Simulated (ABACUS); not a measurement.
# CoO (I4/mmm) in ABACUS: reference runs

Reference runs on CoO: the cell as given and a disturbed copy.

Program: ABACUS 3.10.1. These are calculated values, not measurements. Logs are shortened: lines on timing, memory, paths and dates and some standing lists are left out, and cuts for length are marked.

### 1 The structure

The structure is tetragonal, space group I4/mmm (No. 139). Conventional cell: a = 3.016 Å, b = 3.016 Å, c = 4.214 Å, α = 90.00°, β = 90.00°, γ = 90.00°. Around Co (site symmetry 4/mmm) lie 6 O at 2.11 to 2.13 Å. Around O (site symmetry 4/mmm) lie 6 Co at 2.11 to 2.13 Å.

### 2 Single point, PBE, collinear spin, ferromagnetic start

INPUT

```
INPUT_PARAMETERS
suffix              CoO
calculation         scf
basis_type          pw
pseudo_dir          ./
symmetry            1
dft_functional      pbe
ecutwfc             97
pseudo_rcut         10
nspin               2
nbands              17
ks_solver           dav
smearing_method     fd
smearing_sigma      0.00367493
scf_thr             1e-08
scf_nmax            100
mixing_type         broyden
mixing_beta         0.4
cal_force           1
cal_stress          1
kpar                4
```

STRU

```
ATOMIC_SPECIES
Co 58.9332 Co.upf
O 15.9990 O.upf

LATTICE_CONSTANT
1.8897261246

LATTICE_VECTORS
-1.5080000000 1.5080000000 2.1072475377
1.5080000000 -1.5080000000 2.1072475377
1.5080000000 1.5080000000 -2.1072475377

ATOMIC_POSITIONS
Direct

Co
0.0
1
0.0000000000 0.0000000000 0.0000000000 1 1 1 mag 2

O
0.0
1
0.5000000000 0.5000000000 0.0000000000 1 1 1 mag 0
```

KPT

```
K_POINTS
0
Gamma
12 12 12 0 0 0
```

Potentials or basis: PseudoDojo NC SR 0.4.1 PBE standard, plane waves.

On the command line:

```bash
$ OMP_NUM_THREADS=1 mpirun -np 4 abacus > log
```

running log:

```text
ABACUS v3.10.1

               Atomic-orbital Based Ab-initio Computation at UStc

 ------------------------------------------------------------------------------------

 READING GENERAL INFORMATION
                           global_out_dir = OUT.CoO/
                           global_in_card = INPUT
                               pseudo_dir = ./
                              orbital_dir =
                                    DSIZE = 4
                                    GSIZE = 1

 READING UNITCELL INFORMATION
                                    ntype = 2
                  lattice constant (Bohr) = 1.88973
              lattice constant (Angstrom) = 1

 READING ATOM TYPE 1
                               atom label = Co
                      L=0, number of zeta = 1
                      L=1, number of zeta = 1
                      L=2, number of zeta = 1
             number of atom for this type = 1
               magnetization of element 1 = 2

 READING ATOM TYPE 2
                               atom label = O
                      L=0, number of zeta = 1
                      L=1, number of zeta = 1
                      L=2, number of zeta = 1
             number of atom for this type = 1
               magnetization of element 2 = 0

                        TOTAL ATOM NUMBER = 2
DIRECT COORDINATES
    atom                   x                   y                   z     mag                  vx                  vy                  vz
taud_Co1            0.0000000000        0.0000000000        0.0000000000  2.0000        0.0000000000        0.0000000000        0.0000000000
taud_O1            0.5000000000        0.5000000000        0.0000000000  0.0000        0.0000000000        0.0000000000        0.0000000000

                          Volume (Bohr^3) = 129.353
                             Volume (A^3) = 19.168

 Lattice vectors: (Cartesian coordinate: in unit of a_0)
               -1.508              +1.508            +2.10725
               +1.508              -1.508            +2.10725
               +1.508              +1.508            -2.10725
 Reciprocal vectors: (Cartesian coordinate: in unit of 2 pi/a_0)
                   +0           +0.331565           +0.237276
            +0.331565                  +0           +0.237276
            +0.331565           +0.331565                  +0
 The esolver type has been set to : ksdft_pw

                PAO radial cut off (Bohr) = 10

 Read in pseudopotential file is Co.upf
                     pseudopotential type = NC
          exchange-correlation functional = PBE
                 nonlocal core correction = 1
                        valence electrons = 17
                                     lmax = 2
                           number of zeta = 4
                     number of projectors = 6
                           L of projector = 0
                           L of projector = 0
                           L of projector = 1
                           L of projector = 1
                           L of projector = 2
                           L of projector = 2
                PAO radial cut off (Bohr) = 10

 Read in pseudopotential file is O.upf
                     pseudopotential type = NC
          exchange-correlation functional = PBE
                 nonlocal core correction = 1
                        valence electrons = 6
                                     lmax = 2
                           number of zeta = 2
                     number of projectors = 5
                           L of projector = 0
                           L of projector = 0
                           L of projector = 1
                           L of projector = 1
                           L of projector = 2
     initial pseudo atomic orbital number = 14
 The readin total magnetization is 2

 SETUP THE ELECTRONS NUMBER
            electron number of element Co = 17
      total electron number of element Co = 17
             electron number of element O = 6
       total electron number of element O = 6
            AUTOSET number of electrons:  = 23
                           occupied bands = 12
                                   NBANDS = 17
                                   NLOCAL = 18

%%%%%%%%%%%%%%%%%%%%%%%%%%%%%%%%%%%%%%%%%%%%%%%%%%%%%%%%%%%%%%%%%%%%%%%%%%%%%%%%%%%%%%%%%%%%%%%%%%%%%%%%%%
 Warning: the number of valence electrons in pseudopotential > 9 for Co: [Ar] 3d7 4s2
 Pseudopotentials with additional electrons can yield (more) accurate outcomes, but may be less efficient.
 If you're confident that your chosen pseudopotential is appropriate, you can safely ignore this warning.
%%%%%%%%%%%%%%%%%%%%%%%%%%%%%%%%%%%%%%%%%%%%%%%%%%%%%%%%%%%%%%%%%%%%%%%%%%%%%%%%%%%%%%%%%%%%%%%%%%%%%%%%%%

 SETUP THE PLANE WAVE BASIS
 energy cutoff for charge/potential (unit:Ry) = 388
            fft grid for charge/potential = [ 36, 36, 36 ]
                        fft grid division = [ 1, 1, 1 ]
[... 61 lines left out ...]
(for reciprocal lattice: )
                             BRAVAIS TYPE = 6
                     BRAVAIS LATTICE NAME = 06. Tetrogonal I (body-centered)
                                    ibrav = 6
                       right hand lattice = 1
(for k-lattice: )
                             BRAVAIS TYPE = 6
                     BRAVAIS LATTICE NAME = 06. Tetrogonal I (body-centered)
                                    ibrav = 6
                       right hand lattice = 1
                        ROTATION MATRICES = 16
                               nkstot_ibz = 163
K-POINTS REDUCTION ACCORDING TO SYMMETRY
     IBZ    DIRECT_X    DIRECT_Y    DIRECT_Z  WEIGHT  ibz2bz
       1  0.00000000  0.00000000  0.00000000  0.0006       0
       2 -0.08333333  0.00000000  0.08333333  0.0046       1
       3 -0.16666667  0.00000000  0.16666667  0.0046       2
       4 -0.25000000  0.00000000  0.25000000  0.0046       3
       5 -0.33333333  0.00000000  0.33333333  0.0046       4
       6 -0.41666667  0.00000000  0.41666667  0.0046       5
[... 22 lines left out ...]
      29  0.33333333  0.25000000  0.41666667  0.0093      40
      30  0.41666667  0.25000000  0.33333333  0.0093      41
[... 133 further k points ...]

                               nkstot now = 163
[... K-POINTS DIRECT COORDINATES: 163 rows ...]

           k-point number in this process = 41
       minimum distributed K point number = 40
[... stars of the k points ...]
                             nks(nspin=2) = 82
                          nkstot(nspin=2) = 326

[... K-POINTS CARTESIAN COORDINATES: 82 rows ...]

[... K-POINTS DIRECT COORDINATES: 82 rows ...]

 SETUP PLANE WAVES FOR WAVE FUNCTIONS
     energy cutoff for wavefunc (unit:Ry) = 97
              fft grid for wave functions = [ 36, 36, 36 ]
                    number of plane waves = 3039
                         number of sticks = 313

 PARALLEL PW FOR WAVE FUNCTIONS
     PROC   COLUMNS(POT)             PW
        1            313           3039
 --------------- sum -------------------
        1            313           3039

 SETUP NONLOCAL PSEUDOPOTENTIALS IN PLANE WAVE BASIS
 Co non-local projectors:
 projector 1 L=0
 projector 2 L=0
 projector 3 L=1
 projector 4 L=1
 projector 5 L=2
 projector 6 L=2
 O non-local projectors:
 projector 1 L=0
 projector 2 L=0
 projector 3 L=1
 projector 4 L=1
 projector 5 L=2
      TOTAL NUMBER OF NONLOCAL PROJECTORS = 31

 Init Non-Local PseudoPotential table :
 Init Non-Local-Pseudopotential done.

                                     npwx = 2101

 Make real space PAO into reciprocal space.
       max mesh points in Pseudopotential = 1001
     dq(describe PAO in reciprocal space) = 0.01
                                    max q = 1186

 number of pseudo atomic orbitals for Co is 4
WARNING: norm of atomic wavefunction # 4 of atomic type Co is 0.999928, renormalized

 number of pseudo atomic orbitals for O is 2

 -------------------------------------------
 SELF-CONSISTENT
 -------------------------------------------
                                 init_chg = atomic

 PW ALGORITHM --------------- ION=   1  ELEC=   1--------------------------------
 Notice: Threshold on eigenvalues was too large.
 hsover_error=0.23 > DRHO=0.211197
 Origin diag ethr = 0.01
 New diag ethr = 0.00091825
          total magnetism (Bohr mag/cell) = 2.58654
       absolute magnetism (Bohr mag/cell) = 2.58655
                        nelec for spin up = 12.7933
                      nelec for spin down = 10.2067

 Density error is 0.211663351592
                          Error Threshold = 0.000918249952027
----------------------------------------------------------
     Energy           Rydberg                 eV
----------------------------------------------------------
 E_KohnSham     -339.0146250838      -4612.5306064734
 E_Harris       -338.3187891417      -4603.0632727875
 E_Fermi        1.0119134155         13.7677883339
----------------------------------------------------------
[... 183 lines left out ...]
 Density error is 7.85583947615e-10
                          Error Threshold = 4.69432456577e-11
----------------------------------------------------------
     Energy           Rydberg                 eV
----------------------------------------------------------
 E_KohnSham     -339.0669854025      -4613.2430051571
 E_KS(sigma->0) -339.0658343467      -4613.2273442388
 E_Harris       -339.0669440953      -4613.2424431439
 E_band         -21.8201221668       -296.8779925250
 E_one_elec     -152.2128853079      -2070.9625492077
 E_Hartree      90.9220673761        1237.0581902553
 E_xc           -64.4814294196       -877.3148552916
 E_Ewald        -213.2924359394      -2901.9924690764
 E_entropy(-TS) -0.0023021117        -0.0313218367
 E_descf        0.0000000000         0.0000000000
 E_exx          0.0000000000         0.0000000000
 E_Fermi        1.0539466097         14.3396792795
----------------------------------------------------------

 charge density convergence is achieved
 final etot is -4613.2430052 eV
 EFERMI = 14.339679279 eV

 STATE ENERGY(eV) AND OCCUPATIONS    NSPIN == 2
SPIN UP :
 1/41 kpoint (Cartesian) = 0.0000 0.0000 0.0000 (2085 pws)
       1       -82.4590    0.000578704
       2       -45.8581    0.000578704
       3       -45.7799    0.000578704
       4       -45.7799    0.000578704
       5       -5.96235    0.000578704
       6        10.8725    0.000578704
[... 9 lines left out ...]
      16        32.3871        0.00000
[... 82 lines left out ...]
       4       -45.7853     0.00462963
       5       -4.80000     0.00462963
       6        6.30550     0.00462963
[... 9 lines left out ...]
      16        27.9202        0.00000
      17        28.1970        0.00000

[... levels at 76 further k points ...]

------------------------------------------------------------------------------------------
 TOTAL-FORCE (eV/Angstrom)
------------------------------------------------------------------------------------------
                       Co1         0.0000000000         0.0000000000         0.0000000000
                        O1         0.0000000000         0.0000000000         0.0000000000
------------------------------------------------------------------------------------------

----------------------------------------------------------------
 TOTAL-STRESS (KBAR)
----------------------------------------------------------------
        -2.6746697345         0.0000000000         0.0000000000
         0.0000000000        -2.6746697345        -0.0000000000
        -0.0000000000        -0.0000000000         3.7844382275
----------------------------------------------------------------
 TOTAL-PRESSURE: -0.521634 KBAR

 --------------------------------------------
 !FINAL_ETOT_IS -4613.2430051571200238 eV
 --------------------------------------------
```

It took 46 s on 4 MPI ranks of Intel Xeon 6975P-C (Granite Rapids), shared host; peak memory 0.52 GiB.

What came out:

| Quantity | Value |
| --- | --- |
| Free energy | -4613.2430 eV |
| Pressure | -0.1 GPa |
| Band gap on the k mesh | none (metal or under the smearing width) |
| Net moment | 2.98 μB per cell |
| Absolute moment | 3.00 μB per cell |

Levels at points of the mesh, in eV from the Fermi level:
Spin up:
```csv
k point,band 9,band 10,band 11,band 12,band 13
"(0.00, 0.00, 0.00)",-3.27,-3.27,-3.24,-3.24,-3.14
"(0.50, 0.00, 0.50)",-2.53,-2.49,-1.94,-0.07,0.01
"(0.50, 0.50, 0.00)",-4.11,-3.13,-2.59,-2.24,-2.17
"(0.50, 0.50, 0.50)",-4.03,-3.10,-2.59,-2.25,-2.25
```
Spin down:
```tsv
k point	band 8	band 9	band 10	band 11	band 12	band 13
(0.00, 0.00, 0.00)	-2.60	-1.12	-1.12	-1.08	0.02	0.05
(0.50, 0.00, 0.50)	-4.68	-0.14	-0.09	0.19	2.67	2.73
(0.50, 0.50, 0.00)	-3.83	-2.26	0.12	0.16	0.50	0.99
(0.50, 0.50, 0.50)	-3.92	-2.27	0.15	0.15	0.55	0.97
```

Caveat: a cell with one magnetic atom can't hold antiferromagnetic order, which such compounds often take; semilocal functionals often make such compounds metallic where correlation or magnetic order opens a gap, which also shifts bond lengths. With open d or f shells a metallic result of PBE can be an artefact of self-interaction; +U or a hybrid may open a gap.

### 3 Single point, PBE, collinear spin, ferromagnetic start (atoms moved at random, drawn with an rms of 0.05 Å)

Changes to INPUT since step 2:

```diff
@@ -20,2 +20,4 @@
 cal_stress          1
-kpar                4
+out_chg             1
+out_pot             2
+out_elf             1
```

Changes to STRU since step 2:

```diff
@@ -18,3 +18,3 @@
 1
-0.0000000000 0.0000000000 0.0000000000 1 1 1 mag 2
+-0.0052800000 0.0049430000 0.0153250000 1 1 1 mag 2
 
@@ -23,2 +23,2 @@
 1
-0.5000000000 0.5000000000 0.0000000000 1 1 1 mag 0
+0.5146290000 0.4995850000 0.0049600000 1 1 1 mag 0
```

KPT is that of step 2.

Potentials or basis: PseudoDojo NC SR 0.4.1 PBE standard, plane waves.

On the command line:

```bash
$ OMP_NUM_THREADS=1 mpirun -np 4 abacus > log
```

running log:

```text
ABACUS v3.10.1

               Atomic-orbital Based Ab-initio Computation at UStc

 ------------------------------------------------------------------------------------

 READING GENERAL INFORMATION
                           global_out_dir = OUT.CoO/
                           global_in_card = INPUT
                               pseudo_dir = ./
                              orbital_dir =
                                    DSIZE = 4
                                    GSIZE = 1

 READING UNITCELL INFORMATION
                                    ntype = 2
                  lattice constant (Bohr) = 1.88973
              lattice constant (Angstrom) = 1

 READING ATOM TYPE 1
[... 555 lines left out ...]
       1       -82.4521    0.000578704
       2       -45.8495    0.000578704
       3       -45.7780    0.000578704
       4       -45.7708    0.000578704
       5       -5.97328    0.000578704
       6        10.5432    0.000578704
[... 9 lines left out ...]
      16        32.3577        0.00000
[... 82 lines left out ...]
       4       -45.7803     0.00115741
       5       -4.81567     0.00115741
       6        6.29922     0.00115741
[... 9 lines left out ...]
      16        27.9487        0.00000
      17        28.2214        0.00000

[... levels at 1730 further k points ...]

------------------------------------------------------------------------------------------
 TOTAL-FORCE (eV/Angstrom)
------------------------------------------------------------------------------------------
                       Co1        -0.0478329505         0.0239484824         0.0993246308
                        O1         0.0478329505        -0.0239484824        -0.0993246308
------------------------------------------------------------------------------------------

----------------------------------------------------------------
 TOTAL-STRESS (KBAR)
----------------------------------------------------------------
        -0.6824532577        -4.1715572389         3.1536547775
        -4.1715572389         1.6356707127        -1.3522140181
         3.1536547775        -1.3522140181        11.2564889159
----------------------------------------------------------------
 TOTAL-PRESSURE: 4.069902 KBAR

 --------------------------------------------
 !FINAL_ETOT_IS -4613.2390478660354347 eV
 --------------------------------------------
```

Wall time 6.7 min (4 MPI ranks of Intel Xeon 6975P-C (Granite Rapids), shared host); peak memory 1.3 GiB.

What came out:

| Property | Result |
| --- | --- |
| Free energy | -4613.2390 eV |
| Pressure | 0.4 GPa |
| Largest force | 0.113 eV/Å |
| Band gap on the k mesh | none (metal or under the smearing width) |
| Net moment | 2.98 μB per cell |
| Absolute moment | 3.01 μB per cell |

Forces on the atoms (eV/Å):
```
Co  -0.048  0.024  0.099
O    0.048 -0.024 -0.099
```

Caveat: a cell with one magnetic atom can't hold antiferromagnetic order, which such compounds often take; semilocal functionals often make such compounds metallic where correlation or magnetic order opens a gap, which also shifts bond lengths.
